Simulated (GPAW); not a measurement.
Hf:

```
Hf
1.0
     3.19670    0.00000    0.00000
    -1.59835    2.76842    0.00000
     0.00000    0.00000    5.05780
Hf
2
Direct
  0.66667 0.33333 0.75000
  0.33333 0.66667 0.25000
```

```yaml
Program: GPAW 26.7.0
Task: single point
Functional: PBE
Potentials_or_basis: GPAW PAW data sets (gpaw-data 1.2.1)
Cutoff: 600 eV
Basis: pw
k_mesh: 10 × 10 × 5
Occupations: fermi-dirac, width 0.05 eV
Spin: no spin polarisation
```

On this cell: pressure 0.9 GPa; largest force under 0.003 eV/Å; band gap on the k mesh none (metal or under the smearing width).

The same run follows on a disturbed copy (atoms moved at random, drawn with an rms of 0.05 Å):

```
Hf
1.0
     3.19670    0.00000    0.00000
    -1.59835    2.76842    0.00000
     0.00000    0.00000    5.05780
Hf
2
Direct
  0.67080 0.34630 0.75451
  0.32565 0.67287 0.24668
```

**Question.** What does the disturbed cell give?

**Answer.** The energy (extrapolated to zero smearing) moves by +2.1 meV/atom; pressure 1.0 GPa; largest force 0.169 eV/Å; band gap on the k mesh none (metal or under the smearing width).

Forces in eV/Å, atoms in the order of the input:
```
Hf  -0.064 -0.044 -0.150
Hf   0.064  0.044  0.150
```

Stress tensor (GPa, compression positive):
```
1.26 0.26 0.05
0.26 0.90 0.04
0.05 0.04 0.76
```
